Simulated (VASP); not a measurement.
# TiO2 (P4_2/mnm) in VASP: a series of runs, part 2 of 2

VASP 6.6.1.

## Step 4: Single point, PBE

File INCAR:

```
PREC = Accurate
ENCUT = 460
EDIFF = 1E-7
ISMEAR = 0
SIGMA = 0.5
LREAL = False
LASPH = True
NELM = 100
ALGO = Normal
ISIF = 2
LWAVE = False
LCHARG = False
GGA = PE
ADDGRID = False
```

File KPOINTS:

```
regular mesh
0
Gamma
  3 3 4
```

File POSCAR:

```
TiO2
1.0
    4.5998373239      0.0000000000      0.0000000000
    0.0000000000      4.5998373239      0.0000000000
    0.0000000000      0.0000000000      2.9592135600
Ti O
2 4
Direct
    0.0000000000      0.0000000000      0.5000000000
    0.5000000000      0.5000000000      0.0000000000
    0.3043213200      0.3043213200      0.5000000000
    0.1956786800      0.8043213200      0.0000000000
    0.8043213200      0.1956786800      0.0000000000
    0.6956786800      0.6956786800      0.5000000000
```

Potentials or basis: VASP PAW PBE potentials, release 64 (Ti_sv, O).

Started as:

```console
$ cat potpaw_PBE.64/Ti_sv/POTCAR potpaw_PBE.64/O/POTCAR > POTCAR
$ mpirun -np 1 vasp_std > vasp.out
```

OUTCAR:

```text
PREC = Accurate
   ENCUT = 460
   EDIFF = 1E-7
   ISMEAR = 0
   LREAL = False
   LASPH = True
   NELM = 100
   ISIF = 2
   GGA = PE

 Found      9 irreducible k-points:

 Following reciprocal coordinates:
            Coordinates               Weight
  0.000000  0.000000  0.000000      1.000000
  0.333333  0.000000  0.000000      4.000000
  0.333333  0.333333  0.000000      4.000000
  0.000000  0.000000  0.250000      2.000000
  0.333333  0.000000  0.250000      8.000000
  0.333333  0.333333  0.250000      8.000000
   k-points           NKPTS =      9   k-points in BZ     NKDIM =      9   number of bands    NBANDS=     28
   number of dos      NEDOS =    301   number of ions     NIONS =      6
   total plane-waves  NPLWV =  24576
   dimension x,y,z NGX =    32 NGY =   32 NGZ =   24
   dimension x,y,z NGXF=    64 NGYF=   64 NGZF=   48
   ions per type =               2   4
   NGX,Y,Z   is equivalent  to a cutoff of  11.57, 11.57, 13.48 a.u.
   NGXF,Y,Z  is equivalent  to a cutoff of  23.13, 23.13, 26.97 a.u.
 SYSTEM =  unknown system
   PREC   = accura    normal or accurate (medium, high low for compatibility)
   ISTART =      0    job   : 0-new  1-cont  2-samecut
   ICHARG =      2    charge: 1-file 2-atom 10-const
   ISPIN  =      1    spin polarized calculation?
   LNONCOLLINEAR =      F non collinear calculations
   LSORBIT =      F    spin-orbit coupling
   LASPH  =      T    aspherical Exc in radial PAW
   ENCUT  =  460.0 eV  33.81 Ry    5.81 a.u.   8.04  8.04  5.18*2*pi/ulx,y,z
   NELM   =    100;   NELMIN=  2; NELMDL= -5     # of ELM steps
   EDIFF  = 0.1E-06   stopping-criterion for ELM
   LREAL  =      F    real-space projection
   EDIFFG = 0.1E-05   stopping-criterion for IOM
   NSW    =      0    number of steps for IOM
   IBRION =     -1    ionic relax: 0-MD 1-quasi-New 2-CG
   NFREE  =      0    steps in history (QN), initial steepest desc. (CG)
   ISIF   =      2    stress and relaxation
   ISYM   =      2    0-nonsym 1-usesym 2-fastsym
   POTIM  = 0.5000    time-step for ionic-motion
   TEBEG  =    0.0;   TEEND  =   0.0 temperature during run
   PSTRESS=    0.0 pullay stress
   NELECT =      48.0000    total number of electrons
   NUPDOWN=      -1.0000    fix difference up-down
   EMIN   =  10.00;   EMAX   =-10.00  energy-range for DOS
   EFERMI =   0.00;   METHOD = LEGACY
   ISMEAR =     0;   SIGMA  =   0.50  broadening in eV -4-tet -1-fermi 0-gaus
   EFERMI_NEDOS =   21; number of points for ismear=-14 and -15
   IALGO  =     38    algorithm
   IMIX   =      4    mixing-type and parameters
     AMIX     =   0.40;   BMIX     =  1.00
     AMIX_MAG =   1.60;   BMIX_MAG =  1.00
  volume/ion in A,a.u.               =      10.44        70.42
  Fermi-wavevector in a.u.,A,eV,Ry     =   1.498309  2.831394 30.544140  2.244931
  Thomas-Fermi vector in A             =   2.610085
   LORBIT       =      0    0 simple, 1 ext, 2 COOP (PROOUT), +10 PAW based schemes
   GGA     = PE    functional components
   LHFCALC =     F    Hartree Fock is set to
   AEXX    =    0.0000 exact exchange contribution
   IVDW    =     0    specifies the selected vdW correction
   LEPSILON=     F    determine dielectric tensor
   LRPA    =     F    only Hartree local field effects (RPA)
 non-spin polarized calculation
 Gauss-broadening in eV      SIGMA  =   0.50
  energy-cutoff  :      460.00
  volume of cell :       62.61
 maximum number of plane-waves:      1415
   NGX = 17   NGY = 17   NGZ = 11

 number of electron      47.9999990 magnetization

 Free energy of the ion-electron system (eV)
  ---------------------------------------------------
  ext. energy  EPLUGINS =         0.00000000
  ---------------------------------------------------
  free energy    TOTEN  =       -53.64951964 eV

  energy without entropy =      -53.64821342  energy(sigma->0) =      -53.64886653

 E-fermi :   5.6665     XC(G=0): -11.3974

 val. band max:        4.8301555323   @ k =   0.0000   0.0000   0.0000
 cond. band min:       6.6635462843   @ k =   0.0000   0.0000   0.0000
 fundamental gap:      1.8333907520
 Fermi energy:         5.6664591173

 k-point     1 :       0.0000    0.0000    0.0000
  band No.  band energies     occupation
      1     -52.1164      2.00000
      2     -52.0995      2.00000
      3     -28.4230      2.00000
      4     -28.4230      2.00000
      5     -28.2593      2.00000
      6     -28.2593      2.00000
[... 20 lines left out ...]
     27       7.1972      0.00001
     28       7.2963      0.00000

 k-point     2 :       0.3333    0.0000    0.0000
  band No.  band energies     occupation
      1     -52.1120      2.00000
      2     -52.1036      2.00000
      3     -28.3914      2.00000
      4     -28.3892      2.00000
      5     -28.2961      2.00000
      6     -28.2939      2.00000
[... 20 lines left out ...]
     27       7.6528      0.00000
     28       7.7274      0.00000

 k-point     3 :       0.3333    0.3333    0.0000
  band No.  band energies     occupation
      1     -52.1099      2.00000
      2     -52.1057      2.00000
      3     -28.4321      2.00000
      4     -28.3977      2.00000
      5     -28.2894      2.00000
      6     -28.2537      2.00000
[... 20 lines left out ...]
     27       7.3126      0.00000
     28       7.6967      0.00000

 k-point     4 :       0.0000    0.0000    0.2500
  band No.  band energies     occupation
      1     -52.0939      2.00000
      2     -52.0820      2.00000
      3     -28.4368      2.00000
      4     -28.4156      2.00000
      5     -28.3627      2.00000
      6     -28.3627      2.00000
[... 20 lines left out ...]
     27       7.6227      0.00000
     28       7.9268      0.00000

 k-point     5 :       0.3333    0.0000    0.2500
  band No.  band energies     occupation
      1     -52.0909      2.00000
      2     -52.0850      2.00000
      3     -28.4454      2.00000
      4     -28.4326      2.00000
      5     -28.3354      2.00000
      6     -28.3284      2.00000
[... 20 lines left out ...]
     27       7.8337      0.00000
     28       7.8719      0.00000

 k-point     6 :       0.3333    0.3333    0.2500
  band No.  band energies     occupation
      1     -52.0894      2.00000
      2     -52.0865      2.00000
      3     -28.4379      2.00000
      4     -28.4277      2.00000
      5     -28.3696      2.00000
      6     -28.3363      2.00000
[... 20 lines left out ...]
     27       7.7163      0.00000
     28       7.9328      0.00000

 [... further k-points ...]

------------------------ aborting loop because EDIFF is reached ----------------------------------------

  FORCE on cell =-STRESS in cart. coord.  units (eV):
  Direction    XX          YY          ZZ          XY          YZ          ZX
  --------------------------------------------------------------------------------------
  -------------------------------------------------------------------------------------
  Total        1.5268498      1.5268498      1.5191737      0.0000000      0.0000000      0.0000000
  in kB       39.0702004     39.0702004     38.8737798      0.0000000      0.0000000      0.0000000
  external PRESSURE =      39.0047268 kB  Pullay stress =       0.0000000 kB

 VOLUME and BASIS-vectors are now :
 -----------------------------------------------------------------------------
  energy-cutoff  :      460.00
  volume of cell :       62.61
      direct lattice vectors                 reciprocal lattice vectors
     4.599837324  0.000000000  0.000000000     0.217398993  0.000000000  0.000000000
     0.000000000  4.599837324  0.000000000     0.000000000  0.217398993  0.000000000
     0.000000000  0.000000000  2.959213560     0.000000000  0.000000000  0.337927622

 POSITION                                       TOTAL-FORCE (eV/Angst)
 -----------------------------------------------------------------------------------
      0.00000      0.00000      1.47961         0.000000      0.000000      0.000000
      2.29992      2.29992      0.00000         0.000000      0.000000      0.000000
      1.39983      1.39983      1.47961        -0.018420     -0.018420     -0.000000
      0.90009      3.69975      0.00000         0.018420     -0.018420     -0.000000
      3.69975      0.90009      0.00000        -0.018420      0.018420      0.000000
      3.20001      3.20001      1.47961         0.018420      0.018420      0.000000
 -----------------------------------------------------------------------------------
    total drift:                               -0.000000     -0.000000     -0.000000

  FREE ENERGIE OF THE ION-ELECTRON SYSTEM (eV)
  ---------------------------------------------------
  free  energy   TOTEN  =       -53.6495196383 eV

  energy  without entropy=      -53.6482134209  energy(sigma->0) =      -53.64886653
```

Run time: 18 s. Hardware: 1 thread of AMD EPYC 7R13 (Zen 3), shared host; peak memory 0.13 GiB.

The run converged, but some of its settings lie outside the range that counts as converged, so its numbers aren't taken as properties of the crystal.

Results:

* Free energy: -53.6495 eV
* Pressure: 3.9 GPa
* Largest force: 0.026 eV/Å
* Band gap on the k mesh: 1.83 eV, direct

Caveat: the k mesh is coarse (spacing up to 0.53 Å⁻¹), so the values aren't converged; the cutoff is under 1.25 times the usual one of these potentials, so pressure, stress and relaxed cells hold a basis-set (Pulay) error; an odd mesh through Γ misses points on the zone boundary, where band edges often lie.

## Step 5: Single point, PBE

Changes to INCAR since step 4:

```diff
@@ -4,3 +4,3 @@
 ISMEAR = 0
-SIGMA = 0.5
+SIGMA = 0.1
 LREAL = False
```

KPOINTS is that of step 4.

POSCAR is that of step 4.

Started as:

```console
$ cat potpaw_PBE.64/Ti_sv/POTCAR potpaw_PBE.64/O/POTCAR > POTCAR
$ mpirun -np 1 vasp_std > vasp.out
```

Run time: 18 s. Hardware: 1 thread of AMD EPYC 7R13 (Zen 3), shared host; peak memory 0.13 GiB.

The run converged, but some of its settings lie outside the range that counts as converged, so its numbers aren't taken as properties of the crystal.

What came out:

| Property | Result |
| --- | --- |
| Free energy | -53.6494 eV |
| Pressure | 3.9 GPa |
| Largest force | 0.025 eV/Å |
| Band gap on the k mesh | 1.83 eV, direct |

Caveat: the k mesh is coarse (spacing up to 0.53 Å⁻¹), so the values aren't converged; the cutoff is under 1.25 times the usual one of these potentials, so pressure, stress and relaxed cells hold a basis-set (Pulay) error; an odd mesh through Γ misses points on the zone boundary, where band edges often lie.

## Step 6: Single point, PBE

Changes to INCAR since step 5:

```diff
@@ -1,2 +1,2 @@
-PREC = Accurate
+PREC = Low
 ENCUT = 460
@@ -4,3 +4,3 @@
 ISMEAR = 0
-SIGMA = 0.1
+SIGMA = 0.05
 LREAL = False
```

KPOINTS is that of step 5.

POSCAR is that of step 5.

Potentials or basis: VASP PAW PBE potentials, release 64 (Ti_sv, O).

Started as:

```console
$ cat potpaw_PBE.64/Ti_sv/POTCAR potpaw_PBE.64/O/POTCAR > POTCAR
$ mpirun -np 1 vasp_std > vasp.out
```

It took 10 s on 1 thread of AMD EPYC 7R13 (Zen 3), shared host; peak memory 0.09 GiB.

These settings aren't checked as converged: the numbers below hold their error.

Results:

| Property | Result |
| --- | --- |
| Free energy | -53.6583 eV |
| Pressure | 4.0 GPa |
| Largest force | 0.022 eV/Å |
| Band gap on the k mesh | 1.83 eV, direct |

Caveat: the k mesh is coarse (spacing up to 0.53 Å⁻¹), so the values aren't converged; the cutoff is under 1.25 times the usual one of these potentials, so pressure, stress and relaxed cells hold a basis-set (Pulay) error; an odd mesh through Γ misses points on the zone boundary, where band edges often lie.
